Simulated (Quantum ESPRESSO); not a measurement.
## Re: changing spin-orbit coupling

```
CELL_PARAMETERS angstrom
2.76080 0.00000 0.00000
-1.38040 2.39092 0.00000
0.00000 0.00000 4.45820
ATOMIC_POSITIONS crystal
Re 0.66667 0.33333 0.75000
Re 0.33333 0.66667 0.25000
```

Kept alike: task band structure; functional PBE; k mesh 11 × 11 × 6; occupations fermi-dirac, width 0.05 eV. Program: Quantum ESPRESSO, potentials by row: PseudoDojo 0.4.1 SR PBE standard (off); PseudoDojo 0.4 FR PBE standard (on), cutoff 980 eV. The mesh is that of the run's cell of 2 atoms.

| spin-orbit coupling | pressure (GPa) |
| --- | --- |
| off | 5.83 |
| on | 7.30 |

Pressure is positive in compression; the values hold the error of the finite cutoff, so their zero can differ a little from the energy's minimum. For a metal such a mesh leaves the last digits unconverged.

Task: What does spin-orbit coupling change here?

Result: The pressure runs from 5.83 (off) to 7.30 GPa (on).
